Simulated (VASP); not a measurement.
# Lu (P6_3/mmc) in VASP: notebook

Runs on Lu. Level: PBE. Tasks: single point.

Everything below comes from runs of VASP 6.6.1. Logs are shortened: lines on timing, memory, paths and dates and some standing lists are left out, and cuts for length are marked.

## 1. Starting point

Symmetry: P6_3/mmc, No. 194, hexagonal system. The conventional cell has a = 3.503 Å, b = 3.503 Å, c = 5.551 Å, α = 90.00°, β = 90.00°, γ = 120.00°. Lu (site symmetry -6m2) is surrounded by 12 Lu at 3.43 to 3.50 Å.

## 2. Single point, PBE

The input, INCAR:

```
SYSTEM = Lu
  PREC = Accurate
  ENCUT = 550
  EDIFF = 1E-6
  ISMEAR = 0
  SIGMA = 0.1
  LREAL = .False.
  LASPH = .True.
  NELM = 100
  ALGO = Normal
  ISIF = 2
  LWAVE = .False.
  LCHARG = .False.
  GGA = PE
  ADDGRID = .False.
```

The input, KPOINTS:

```
regular mesh
0
Gamma
  11 11 6
  0 0 0
```

The input, POSCAR:

```
Lu
1.0
    3.5031000000      0.0000000000      0.0000000000
   -1.7515500000      3.0337735920      0.0000000000
    0.0000000000      0.0000000000      5.5509000000
Lu
2
Direct
    0.6483880000      0.2977880000      0.7516770000
    0.3414390000      0.6668870000      0.2457360000
```

Potentials or basis: VASP PAW PBE potentials, release 64 (Lu_3), 4f in core.

Started as:

```
cat potpaw_PBE.64/Lu_3/POTCAR > POTCAR
mpirun -np 1 vasp_std > vasp.out
```

OUTCAR:

```text
SYSTEM = Lu
   PREC = Accurate
   ENCUT = 550
   EDIFF = 1E-6
   ISMEAR = 0
   LREAL = .False.
   LASPH = .True.
   NELM = 100
   ISIF = 2
   GGA = PE

 Found    364 irreducible k-points:

 Following reciprocal coordinates:
            Coordinates               Weight
  0.000000  0.000000  0.000000      1.000000
  0.090909  0.000000  0.000000      2.000000
  0.000000  0.090909  0.000000      2.000000
 -0.090909  0.090909  0.000000      2.000000
  0.181818  0.000000  0.000000      2.000000
  0.000000  0.181818  0.000000      2.000000
   k-points           NKPTS =    364   k-points in BZ     NKDIM =    364   number of bands    NBANDS=     13
   number of dos      NEDOS =    301   number of ions     NIONS =      2
   total plane-waves  NPLWV =  32928
   dimension x,y,z NGX =    28 NGY =   28 NGZ =   42
   dimension x,y,z NGXF=    56 NGYF=   56 NGZF=   84
   ions per type =               2
   NGX,Y,Z   is equivalent  to a cutoff of  13.29, 13.29, 12.58 a.u.
   NGXF,Y,Z  is equivalent  to a cutoff of  26.58, 26.58, 25.16 a.u.
 SYSTEM =  Lu
   PREC   = accura    normal or accurate (medium, high low for compatibility)
   ISTART =      0    job   : 0-new  1-cont  2-samecut
   ICHARG =      2    charge: 1-file 2-atom 10-const
   ISPIN  =      1    spin polarized calculation?
   LNONCOLLINEAR =      F non collinear calculations
   LSORBIT =      F    spin-orbit coupling
   LASPH  =      T    aspherical Exc in radial PAW
   ENCUT  =  550.0 eV  40.42 Ry    6.36 a.u.   6.70  6.70 10.61*2*pi/ulx,y,z
   NELM   =    100;   NELMIN=  2; NELMDL= -5     # of ELM steps
   EDIFF  = 0.1E-05   stopping-criterion for ELM
   LREAL  =      F    real-space projection
   EDIFFG = 0.1E-04   stopping-criterion for IOM
   NSW    =      0    number of steps for IOM
   IBRION =     -1    ionic relax: 0-MD 1-quasi-New 2-CG
   NFREE  =      0    steps in history (QN), initial steepest desc. (CG)
   ISIF   =      2    stress and relaxation
   ISYM   =      2    0-nonsym 1-usesym 2-fastsym
   POTIM  = 0.5000    time-step for ionic-motion
   TEBEG  =    0.0;   TEEND  =   0.0 temperature during run
   PSTRESS=    0.0 pullay stress
   NELECT =      18.0000    total number of electrons
   NUPDOWN=      -1.0000    fix difference up-down
   EMIN   =  10.00;   EMAX   =-10.00  energy-range for DOS
   EFERMI =   0.00;   METHOD = LEGACY
   ISMEAR =     0;   SIGMA  =   0.10  broadening in eV -4-tet -1-fermi 0-gaus
   EFERMI_NEDOS =   21; number of points for ismear=-14 and -15
   IALGO  =     38    algorithm
   IMIX   =      4    mixing-type and parameters
     AMIX     =   0.40;   BMIX     =  1.00
     AMIX_MAG =   1.60;   BMIX_MAG =  1.00
  volume/ion in A,a.u.               =      29.50       199.05
  Fermi-wavevector in a.u.,A,eV,Ry     =   1.102130  2.082723 16.526853  1.214689
  Thomas-Fermi vector in A             =   2.238568
   LORBIT       =      0    0 simple, 1 ext, 2 COOP (PROOUT), +10 PAW based schemes
   GGA     = PE    functional components
   LHFCALC =     F    Hartree Fock is set to
   AEXX    =    0.0000 exact exchange contribution
   IVDW    =     0    specifies the selected vdW correction
   LEPSILON=     F    determine dielectric tensor
   LRPA    =     F    only Hartree local field effects (RPA)
 non-spin polarized calculation
 Gauss-broadening in eV      SIGMA  =   0.10
  energy-cutoff  :      550.00
  volume of cell :       58.99
 maximum number of plane-waves:      1749
   NGX = 13   NGY = 13   NGZ = 21

 number of electron      18.0000000 magnetization

 Free energy of the ion-electron system (eV)
  ---------------------------------------------------
  ext. energy  EPLUGINS =         0.00000000
  ---------------------------------------------------
  free energy    TOTEN  =        -8.90306734 eV

  energy without entropy =       -8.88664383  energy(sigma->0) =       -8.89485559

 E-fermi :   2.7747     XC(G=0):  -9.9074

 val. band max:        2.7698586793   @ k =   0.0000   0.3636   0.0000
 cond. band min:       2.7802705849   @ k =   0.2727   0.2727   0.5000
 fundamental gap:      0.0104119056
 Fermi energy:         2.7747162295

 k-point     1 :       0.0000    0.0000    0.0000
  band No.  band energies     occupation
      1     -24.2742      2.00000
      2     -23.8720      2.00000
      3     -23.8481      2.00000
      4     -23.7895      2.00000
      5     -23.7795      2.00000
      6     -23.7578      2.00000
      7      -3.2471      2.00000
      8       0.3420      2.00000
      9       3.3264      0.00000
     10       4.9435      0.00000
     11       5.0481      0.00000
     12       5.2023      0.00000
     13       5.6698      0.00000

 k-point     2 :       0.0909    0.0000    0.0000
  band No.  band energies     occupation
      1     -24.2622      2.00000
      2     -23.8857      2.00000
      3     -23.8697      2.00000
      4     -23.8155      2.00000
      5     -23.7847      2.00000
      6     -23.7628      2.00000
      7      -3.0510      2.00000
      8       0.5412      2.00000
      9       3.1834      0.00000
     10       4.5214      0.00000
     11       5.1706      0.00000
     12       5.3530      0.00000
     13       5.6340      0.00000

 k-point     3 :       0.0000    0.0909    0.0000
  band No.  band energies     occupation
      1     -24.2607      2.00000
      2     -23.8976      2.00000
      3     -23.8581      2.00000
      4     -23.8082      2.00000
      5     -23.7920      2.00000
      6     -23.7644      2.00000
      7      -3.0495      2.00000
      8       0.5474      2.00000
      9       3.2034      0.00000
     10       4.4629      0.00000
     11       5.2305      0.00000
     12       5.3317      0.00000
     13       5.7798      0.00000

 k-point     4 :      -0.0909    0.0909    0.0000
  band No.  band energies     occupation
      1     -24.2618      2.00000
      2     -23.8903      2.00000
      3     -23.8651      2.00000
      4     -23.8139      2.00000
      5     -23.7865      2.00000
      6     -23.7633      2.00000
      7      -3.0505      2.00000
      8       0.5431      2.00000
      9       3.1890      0.00000
     10       4.5052      0.00000
     11       5.1676      0.00000
     12       5.3777      0.00000
     13       5.5652      0.00000

 k-point     5 :       0.1818    0.0000    0.0000
  band No.  band energies     occupation
      1     -24.2287      2.00000
      2     -23.9518      2.00000
      3     -23.8987      2.00000
      4     -23.8851      2.00000
      5     -23.7967      2.00000
      6     -23.7777      2.00000
      7      -2.4886      2.00000
      8       1.0761      2.00000
      9       2.8285      0.44722
     10       3.8127      0.00000
     11       4.8147      0.00000
     12       5.5166      0.00000
     13       5.6973      0.00000

 k-point     6 :       0.0000    0.1818    0.0000
  band No.  band energies     occupation
      1     -24.2221      2.00000
      2     -23.9664      2.00000
      3     -23.8835      2.00000
      4     -23.8822      2.00000
      5     -23.8011      2.00000
      6     -23.7846      2.00000
      7      -2.4816      2.00000
      8       1.1066      2.00000
      9       2.9020      0.07193
     10       3.7457      0.00000
     11       4.8339      0.00000
     12       5.2717      0.00000
     13       5.7882      0.00000

 [... further k-points ...]

------------------------ aborting loop because EDIFF is reached ----------------------------------------

  FORCE on cell =-STRESS in cart. coord.  units (eV):
  Direction    XX          YY          ZZ          XY          YZ          ZX
  --------------------------------------------------------------------------------------
  -------------------------------------------------------------------------------------
  Total       -0.0375732      0.2064055     -0.3029269     -0.0380995     -0.0225745     -0.0044697
  in kB       -1.0204443      5.6057377     -8.2271472     -1.0347396     -0.6130988     -0.1213926
  external PRESSURE =      -1.2139513 kB  Pullay stress =       0.0000000 kB

 VOLUME and BASIS-vectors are now :
 -----------------------------------------------------------------------------
  energy-cutoff  :      550.00
  volume of cell :       58.99
      direct lattice vectors                 reciprocal lattice vectors
     3.503100000  0.000000000  0.000000000     0.285461448  0.164811244  0.000000000
    -1.751550000  3.033773592  0.000000000     0.000000000  0.329622488  0.000000000
     0.000000000  0.000000000  5.550900000     0.000000000  0.000000000  0.180150967

 POSITION                                       TOTAL-FORCE (eV/Angst)
 -----------------------------------------------------------------------------------
      1.74978      0.90342      4.17248         0.040923      0.170905     -0.139406
      0.02801      2.02318      1.36406        -0.040923     -0.170905      0.139406
 -----------------------------------------------------------------------------------
    total drift:                               -0.000000     -0.000001      0.000001

  FREE ENERGIE OF THE ION-ELECTRON SYSTEM (eV)
  ---------------------------------------------------
  free  energy   TOTEN  =        -8.9030673439 eV

  energy  without entropy=       -8.8866438291  energy(sigma->0) =       -8.89485559
```

Run time: 1.9 min. Hardware: 1 thread of Intel Xeon 6975P-C (Granite Rapids), shared host; peak memory 0.39 GiB.

The run converged, but some of its settings lie outside the range that counts as converged, so its numbers aren't taken as properties of the crystal.

What came out:

```yaml
Free_energy: -8.9031 eV
Pressure: -0.1 GPa
Largest_force: 0.224 eV/Å
Band_gap_on_the_k_mesh: none (metal or under the smearing width)
```

## 3. Single point, PBE

Changes to INCAR since step 2:

```diff
@@ -2,3 +2,3 @@
   PREC = Accurate
-  ENCUT = 550
+  ENCUT = 400
   EDIFF = 1E-6
```

The input, KPOINTS:

```
regular mesh
0
Gamma
  13 13 8
  0 0 0
```

The input, POSCAR:

```
Lu
1.0
    3.5031000000      0.0000000000      0.0000000000
   -1.7515500000      3.0337735920      0.0000000000
    0.0000000000      0.0000000000      5.5509000000
Lu
2
Direct
    0.6666666667      0.3333333333      0.7500000000
    0.3333333333      0.6666666667      0.2500000000
```

Potentials or basis: VASP PAW PBE potentials, release 64 (Lu_3), 4f in core.

Started as:

```
cat potpaw_PBE.64/Lu_3/POTCAR > POTCAR
mpirun -np 1 vasp_std > vasp.out
```

Run time: 18 s. Hardware: 1 thread of Intel Xeon 6975P-C (Granite Rapids), shared host; peak memory 0.18 GiB.

These settings aren't checked as converged: the numbers below hold their error.

Results:

```
Free energy            : -8.9130 eV
Pressure               : -0.1 GPa
Band gap on the k mesh : none (metal or under the smearing width)
```

## 4. Single point, PBE

INCAR is that of step 3.

KPOINTS is that of step 3.

The input, POSCAR:

```
Lu
1.0
    3.5031000000      0.0000000000      0.0000000000
   -1.7515500000      3.0337735920      0.0000000000
    0.0000000000      0.0000000000      5.5509000000
Lu
2
Direct
    0.6483880000      0.2977880000      0.7516770000
    0.3414390000      0.6668870000      0.2457360000
```

Potentials or basis: VASP PAW PBE potentials, release 64 (Lu_3), 4f in core.

Started as:

```
cat potpaw_PBE.64/Lu_3/POTCAR > POTCAR
mpirun -np 1 vasp_std > vasp.out
```

OUTCAR:

```text
SYSTEM = Lu
   PREC = Accurate
   ENCUT = 400
   EDIFF = 1E-6
   ISMEAR = 0
   LREAL = .False.
   LASPH = .True.
   NELM = 100
   ISIF = 2
   GGA = PE

 Found    677 irreducible k-points:

 Following reciprocal coordinates:
            Coordinates               Weight
  0.000000  0.000000  0.000000      1.000000
  0.076923  0.000000  0.000000      2.000000
  0.000000  0.076923  0.000000      2.000000
 -0.076923  0.076923  0.000000      2.000000
  0.153846  0.000000  0.000000      2.000000
  0.000000  0.153846  0.000000      2.000000
   k-points           NKPTS =    677   k-points in BZ     NKDIM =    677   number of bands    NBANDS=     13
[... 175 lines left out ...]
  --------------------------------------------------------------------------------------
  -------------------------------------------------------------------------------------
  Total       -0.0382818      0.2251384     -0.2623270     -0.0358903     -0.0213765     -0.0044273
  in kB       -1.0396896      6.1145019     -7.1245010     -0.9747390     -0.5805608     -0.1202392
  external PRESSURE =      -0.6832296 kB  Pullay stress =       0.0000000 kB

 VOLUME and BASIS-vectors are now :
 -----------------------------------------------------------------------------
  energy-cutoff  :      400.00
  volume of cell :       58.99
      direct lattice vectors                 reciprocal lattice vectors
     3.503100000  0.000000000  0.000000000     0.285461448  0.164811244  0.000000000
    -1.751550000  3.033773592  0.000000000     0.000000000  0.329622488  0.000000000
     0.000000000  0.000000000  5.550900000     0.000000000  0.000000000  0.180150967

 POSITION                                       TOTAL-FORCE (eV/Angst)
 -----------------------------------------------------------------------------------
      1.74978      0.90342      4.17248         0.037201      0.168176     -0.141614
      0.02801      2.02318      1.36406        -0.037201     -0.168176      0.141614
 -----------------------------------------------------------------------------------
    total drift:                                0.000002      0.000010     -0.000001

  FREE ENERGIE OF THE ION-ELECTRON SYSTEM (eV)
  ---------------------------------------------------
  free  energy   TOTEN  =        -8.9011466811 eV

  energy  without entropy=       -8.8821010779  energy(sigma->0) =       -8.89162388
```

stdout:

```text
POSCAR found type information on POSCAR Lu
 POSCAR found :  1 types and       2 ions
 scaLAPACK will be used
 LDA part: xc-table for (Slater+PW92), standard interpolation
 POSCAR, INCAR and KPOINTS ok, starting setup
 FFT: planning ... GRIDC
 FFT: planning ... GRID_SOFT
 FFT: planning ... GRID
 WAVECAR not read
 entering main loop
```

It took 1.7 min on 1 thread of Intel Xeon 6975P-C (Granite Rapids), shared host; peak memory 0.41 GiB.

The run converged, but some of its settings lie outside the range that counts as converged, so its numbers aren't taken as properties of the crystal.

Results:

| Quantity | Value |
| --- | --- |
| Free energy | -8.9011 eV |
| Pressure | -0.1 GPa |
| Largest force | 0.223 eV/Å |
| Band gap on the k mesh | none (metal or under the smearing width) |

## 5. Single point, PBE

Changes to INCAR since step 4:

```diff
@@ -2,3 +2,3 @@
   PREC = Accurate
-  ENCUT = 400
+  ENCUT = 450
   EDIFF = 1E-6
```

KPOINTS is that of step 4.

The input, POSCAR:

```
Lu
1.0
    3.5031000000      0.0000000000      0.0000000000
   -1.7515500000      3.0337735920      0.0000000000
    0.0000000000      0.0000000000      5.5509000000
Lu
2
Direct
    0.6666666667      0.3333333333      0.7500000000
    0.3333333333      0.6666666667      0.2500000000
```

Started as:

```
cat potpaw_PBE.64/Lu_3/POTCAR > POTCAR
mpirun -np 1 vasp_std > vasp.out
```

Run time: 20 s. Hardware: 1 thread of Intel Xeon 6975P-C (Granite Rapids), shared host; peak memory 0.2 GiB.

These settings aren't checked as converged: the numbers below hold their error.

What came out:

```yaml
Free_energy: -8.9133 eV
Pressure: -0.1 GPa
Band_gap_on_the_k_mesh: none (metal or under the smearing width)
```

## 6. Single point, PBE

INCAR is that of step 5.

KPOINTS is that of step 5.

The input, POSCAR:

```
Lu
1.0
    3.5031000000      0.0000000000      0.0000000000
   -1.7515500000      3.0337735920      0.0000000000
    0.0000000000      0.0000000000      5.5509000000
Lu
2
Direct
    0.6483880000      0.2977880000      0.7516770000
    0.3414390000      0.6668870000      0.2457360000
```

Potentials or basis: VASP PAW PBE potentials, release 64 (Lu_3), 4f in core.

Started as:

```
cat potpaw_PBE.64/Lu_3/POTCAR > POTCAR
mpirun -np 1 vasp_std > vasp.out
```

Wall time 2 min (1 thread of Intel Xeon 6975P-C (Granite Rapids), shared host); peak memory 0.47 GiB.

The run converged, but some of its settings lie outside the range that counts as converged, so its numbers aren't taken as properties of the crystal.

Results:

```yaml
Free_energy: -8.9014 eV
Pressure: -0.1 GPa
Largest_force: 0.223 eV/Å
Band_gap_on_the_k_mesh: none (metal or under the smearing width)
```
